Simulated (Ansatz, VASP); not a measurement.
# BP2 in VASP and in Ansatz

INCAR

```
SYSTEM = BP2
PREC = Accurate
ENCUT = 600
EDIFF = 1E-6
ISMEAR = 0
SIGMA = 0.1
LREAL = .False.
LASPH = .True.
NELM = 100
ALGO = Normal
ISIF = 3
LWAVE = .False.
LCHARG = .False.
GGA = PE
IBRION = 2
NSW = 90
EDIFFG = -0.04
```

File KPOINTS:

```
Automatic mesh
0
Gamma
  6 6 4
  0 0 0
```

Contents of POSCAR:

```
BP2
1.0
    3.3825600600      0.0000000000      0.0000000000
    0.0000000000      3.3825600600      0.0000000000
    0.0000000000      0.0000000000      6.8954621700
B P
2 4
Direct
    0.0000000000      0.5000000000      0.7269219200
    0.5000000000      0.0000000000      0.2730780800
    0.5000000000      0.5000000000      0.0000000000
    0.0000000000      0.0000000000      0.0000000000
    0.5000000000      0.0000000000      0.6296706200
    0.0000000000      0.5000000000      0.3703293800
```

Input for Ansatz:

```yaml
crystal:
  lattice:
    - [3.38256006, 0.0, 0.0]
    - [0.0, 3.38256006, 0.0]
    - [0.0, 0.0, 6.89546217]
  atoms:
    - { symbol: B, position: [0.0, 0.5, 0.72692192] }
    - { symbol: B, position: [0.5, 0.0, 0.27307808] }
    - { symbol: P, position: [0.5, 0.5, 0.0] }
    - { symbol: P, position: [0.0, 0.0, 0.0] }
    - { symbol: P, position: [0.5, 0.0, 0.62967062] }
    - { symbol: P, position: [0.0, 0.5, 0.37032938] }
basis:
  ecutwfc: 420
kpoints:
  mp_grid: { grid: [6, 6, 4] }
hamiltonian:
  xc: pbe
scf:
  occupations: { method: gaussian, width: 0.1 }
  lower_state_search: "off"
output:
  forces: true
  stress: true
  eigenvalues: true
relax:
  adjacent_minimum: "off"
  f_tol: 0.04
  max_steps: 70
  cell: { stress_tol: 0.4 }
```

Change from the starting cell: species swapped into the ErSe2 type (P4/nmm, No. 129).

Alike in both runs: task relaxation of cell and atoms; functional PBE; k mesh 6 × 6 × 4; occupations gaussian, width 0.1 eV; no spin polarisation.

|  | VASP | Ansatz |
| --- | --- | --- |
| version | VASP 6.6.1 | Ansatz 0.2.0 |
| potentials or method | VASP PAW PBE potentials, release 64 (B, P) | scalar-relativistic, plane waves, PAW |
| plane-wave cutoff (eV) | 600 | 420 |
| valence electrons in the cell | 26 | 26 |

Ansatz gave:

- gap on the k mesh at the Fermi level, each at its own relaxed structure (eV): none
- relaxed volume (Å³/atom): 15.09
- relaxed cell length with the largest relative difference (Å): 9.340
- energy change over the relaxation (meV/atom): -535

Question: What did VASP give for the same quantities?

Answer: gap on the k mesh at the Fermi level, each at its own relaxed structure (eV): none; relaxed volume (Å³/atom): 15.06; relaxed cell length with the largest relative difference (Å): 9.366; energy change over the relaxation (meV/atom): -539.

A gap of «none» marks a metal or a gap that the smearing closes.

Caveats: this functional lacks dispersion, which binds the layers, so the pressure and a relaxed spacing across them are unreliable.
